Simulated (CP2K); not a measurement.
Runs of CP2K 2026.2 on CdSe. It takes space group F-43m (No. 216, cubic). Conventional cell: a = 6.141 Å, b = 6.141 Å, c = 6.141 Å, α = 90.00°, β = 90.00°, γ = 90.00°. Cd (site symmetry -43m) has 4 Se at 2.66 Å as nearest neighbours. Se (site symmetry -43m) has 4 Cd at 2.66 Å as nearest neighbours. Measurements of this composition are mostly on another form, of space group No. 186.

```tsv
level	cutoff radius of the dispersion sum (A)	gap on the mesh (eV)	pressure (GPa)	relaxed volume (Å³/atom)
revPBE+D4	20	0.68	0.0	28.61
revPBE+D3(BJ)+ATM	20	0.69	0.0	28.43
revPBE+D3(BJ)	20	0.70	0.0	(c)
revPBE+D3	20	0.70	0.0	(a)
revPBE	-	0.52	0.0	(b)
```

Alike in all rows: task relaxation of cell and atoms; potentials or basis POTENTIAL_UZH Cd GTH-PBE-q12, Se GTH-PBE-q6; DZVP-MOLOPT-PBE-GTH basis; no spin polarisation; cell relaxed; k mesh 6 × 6 × 6; smearing fermi-dirac 0.05 eV.

Fill in the values left out.

(a) 28.31; (b) 30.74; (c) 28.35.

Caveats: the potentials were made for another functional, which shifts forces and pressure; the basis of atomic orbitals isn't converged, which shifts pressures, moduli and gaps; the real-space grid breaks the cell's symmetry a little.

A k mesh can miss the band edges, and the runs leave out spin-orbit coupling on Cd, Se.
